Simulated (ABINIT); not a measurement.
Crystal: Al.

```
Al
1.0
     0.00000    2.02481    2.02481
     2.02481    0.00000    2.02481
     2.02481    2.02481    0.00000
Al
1
Direct
  0.00000 0.00000 0.00000
```

Base run:

```yaml
Program: ABINIT 10.8.3 (patched build)
Functional: SOGGA
Potentials_or_basis: PseudoDojo NC SR PBEsol v0.4.1 standard
Cutoff: 544 eV
k_mesh: 11 × 11 × 11
Occupations: fermi-dirac, width 0.05 eV
Spin: no spin polarisation
```

Its results: band gap on the k mesh none (metal or under the smearing width); pressure -3.3 GPa.

Q: After a change of settings the same cell gave: band gap on the k mesh none (metal or under the smearing width); pressure -2.1 GPa. Which change was it?
A. functional from SOGGA to LDA; potentials or basis from PseudoDojo NC SR PBEsol v0.4.1 standard to PseudoDojo NC SR LDA v0.4.1 standard; cutoff from 544 eV to 599 eV
B. functional from SOGGA to LDA-PZ; potentials or basis from PseudoDojo NC SR PBEsol v0.4.1 standard to JTH PAW LDA v2.0
C. functional from SOGGA to PW91; potentials or basis from PseudoDojo NC SR PBEsol v0.4.1 standard to JTH PAW PBE v2.0
D. functional from SOGGA to PBEsol

A: D.

Caveats: the potentials were made for another functional, which shifts forces and pressure (some runs).

The runs don't all hold the same shells in valence.

Runs at the PBE level aren't shown here.
